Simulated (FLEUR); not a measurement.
CaSe:

```xyz
2
Lattice="0.0000 2.9560 2.9560 2.9560 0.0000 2.9560 2.9560 2.9560 0.0000" Properties=species:S:1:pos:R:3 pbc="T T T"
Se    2.9560    2.9560    2.9560
Ca    0.0000    0.0000    0.0000
```

Base run:

| Item | Value |
| --- | --- |
| Program | FLEUR MaX-R8.1 (later development tree) |
| Functional | r2SCAN |
| Potentials or basis | all-electron |
| Basis | FLAPW |
| Kmax | 4.1 1/bohr |
| k mesh | 8 × 8 × 8 |
| Occupations | fermi-dirac, width 0.05 eV |
| Spin | no spin polarisation |

Its results: band gap on the k mesh 2.48 eV, indirect (least direct gap 3.43 eV).

**Question.** The run is repeated on the same cell with these changes: functional from r2SCAN to PBEsol. What comes out?

**Answer.** Band gap on the k mesh 1.93 eV, indirect (least direct gap 2.88 eV).

r2SCAN gives the wider gap, since meta-GGAs in the generalised Kohn-Sham scheme recover part of the derivative discontinuity.

Caveats: the meta-GGA is that of a development version, with a GGA for the radial functions and cores and without core tails (some runs).
